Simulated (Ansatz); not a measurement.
# PbS: axial (c/a) deformation path

Theory: DFT PBEsol, scalar-relativistic, plane waves, PAW (Ansatz). Settings: plane waves to 420 eV, k-mesh 12×12×12 (Γ-centred), Gaussian smearing 0.03 eV. Spin–orbit coupling is left out, which matters for the heavy elements here. No spin polarisation. Energies are free energies at this smearing, counted from the undisturbed cell; pressure is positive in compression.

The undisturbed cell (as given, not relaxed at this level; it stands at -2.0 GPa):

```
Pb S
1.0
     2.11266    1.21975    3.45192
    -2.11266    1.21975    3.45192
     0.00000   -2.43949    3.45192
Pb S
1 1
Cartesian
  0.0000 0.0000 10.1545
  0.0000 0.0000 4.9193
```

At fixed volume and fractional coordinates, lengths along (0.000, 0.000, 1.000) are scaled against those across it; ρ is that ratio over its starting value.

| ρ | ΔE (meV/atom) | pressure (GPa) | gap on the mesh (eV) |
| --- | --- | --- | --- |
| 0.800 | 86.4 | -3.2 | 0.00 |
| 0.850 | ? | -2.6 | 0.00 |
| 0.920 | ? | ? | 0.00 |
| 0.960 | 3.7 | -2.1 | 0.15 |
| 1.000 | 0.0 | -2.0 | 0.35 |
| 1.050 | 5.5 | -2.1 | 0.08 |
| 1.100 | 21.9 | -2.2 | 0.00 |
| 1.200 | 84.2 | -2.9 | 0.00 |
| 1.300 | 179.3 | -3.8 | 0.00 |

Where the gap reads zero the k-mesh, chosen for the insulator, is on the coarse side.

Q: Give the withheld values.

A: ΔE (meV/atom) at ρ = 0.850: 49.9; ΔE (meV/atom) at ρ = 0.920: 14.5; pressure (GPa) at ρ = 0.920: -2.2.